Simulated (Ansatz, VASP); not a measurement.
## InP in VASP and in Ansatz

INCAR

```
  PREC = Accurate
  ENCUT = 600
  EDIFF = 1E-7
  ISMEAR = 0
  SIGMA = 0.02
  LREAL = False
  LASPH = True
  NELM = 80
  ALGO = Normal
  ISIF = 3
  LWAVE = False
  LCHARG = False
  GGA = PE
  IVDW = 12
  IBRION = 2
  NSW = 100
  EDIFFG = -0.005
```

Contents of KPOINTS:

```
regular mesh
0
Gamma
  8 8 8
```

The input POSCAR:

```
InP
1.0
    0.0000000000      2.9305000000      2.9305000000
    2.9305000000      0.0000000000      2.9305000000
    2.9305000000      2.9305000000      0.0000000000
In P
1 1
Direct
    0.0000000000      0.0000000000      0.0000000000
    0.7500000000      0.7500000000      0.7500000000
```

Input for Ansatz:

```yaml
crystal:
  lattice:
    - [0.0, 2.9305, 2.9305]
    - [2.9305, 0.0, 2.9305]
    - [2.9305, 2.9305, 0.0]
  atoms:
    - { symbol: In, position: [0.0, 0.0, 0.0] }
    - { symbol: P, position: [0.75, 0.75, 0.75] }
basis:
  ecutwfc: 420
kpoints:
  mp_grid: { grid: [8, 8, 8] }
hamiltonian:
  xc: pbe
  dispersion: d3bj
scf:
  occupations: { method: gaussian, width: 0.02 }
output:
  forces: true
  stress: true
  eigenvalues: true
  write_density: true
  write_potential: true
  elf: true
  volumetric_format: npy
relax:
  adjacent_minimum: "off"
  f_tol: 0.005
  max_steps: 80
  cell: { stress_tol: 0.05 }
```

Alike in both runs: task relaxation of cell and atoms; functional PBE; dispersion D3(BJ); k mesh 8 × 8 × 8; occupations gaussian, width 0.02 eV; no spin polarisation.

```csv
,VASP,Ansatz
version,VASP 6.6.1,Ansatz 0.2.0
potentials or method,"VASP PAW PBE potentials, release 64 (In_d, P)","scalar-relativistic, plane waves, PAW"
plane-wave cutoff (eV),600,420
valence electrons in the cell,18,18
```

|  | VASP | Ansatz | Ansatz less VASP |
| --- | --- | --- | --- |
| gap on the k mesh at the Fermi level, each at its own relaxed structure (eV) | 0.62 | 0.62 | +0.001 |
| relaxed volume (Å³/atom) | 25.58 | 25.59 | +0.013 |
| relaxed cell length with the largest relative difference (Å) | 4.167 | 4.167 | +0.0007 |
| energy change over the relaxation (meV/atom) | -1 | -1 | -0.1 |

Caveats: spin-orbit coupling is left out, which moves the levels of the heavy elements. Zero-point motion and thermal expansion aren't in these numbers. A hybrid or GW would open this gap; PBE tends to underestimate it.
